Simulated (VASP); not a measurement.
Wanted: the native input for a VASP 6.6.1 run.

```
Task                   : single point
Functional             : revPBE
Potentials or basis    : VASP PAW PBE potentials, release 64 (Y_sv)
Cutoff                 : 520 eV
k mesh                 : 8 × 8 × 8
Occupations            : fermi-dirac, width 0.1 eV
Spin                   : no spin polarisation
Dipole correction      : no
Further INCAR settings : ALGO = Normal; EDIFF = 1e-07; NBANDS = 18
```

The structure of Y lies in POSCAR:

```
Y
1.0
    0.0000000000      3.6718200367      3.6718200367
    3.6718200367      0.0000000000      3.6718200367
    3.6718200367      3.6718200367      0.0000000000
Y
2
Direct
    0.1250000000      0.1250000000      0.1250000000
    0.8750000000      0.8750000000      0.8750000000
```

The cell was built by a generator and needn't be a form met in nature.

One way to write it, as run:

INCAR

```
SYSTEM = Y
  ALGO = Normal
  EDIFF = 1E-7
  ENCUT = 520
  GGA = RE
  ISIF = 2
  ISMEAR = -1
  LASPH = .True.
  LCHARG = .False.
  LREAL = .False.
  LWAVE = .False.
  NBANDS = 18
  NELM = 100
  PREC = Accurate
  SIGMA = 0.1
```

KPOINTS

```
k-points
0
Gamma
  8 8 8
  0 0 0
```

Potentials or basis: VASP PAW PBE potentials, release 64 (Y_sv).

Run with:

```sh
$ cat potpaw_PBE.64/Y_sv/POTCAR > POTCAR
$ mpirun -np 1 vasp_std > vasp.out
```

It gave:

```
Pressure               : 0.0 GPa
Band gap on the k mesh : none (metal or under the smearing width)
```

Caveat: the PAW data sets were made with another functional, which shifts forces and pressure a little.

Wall time 45 s on 1 thread of AMD EPYC 9R45 96-Core Processor (Zen 5), with other jobs on the host, peak memory 0.23 GiB.
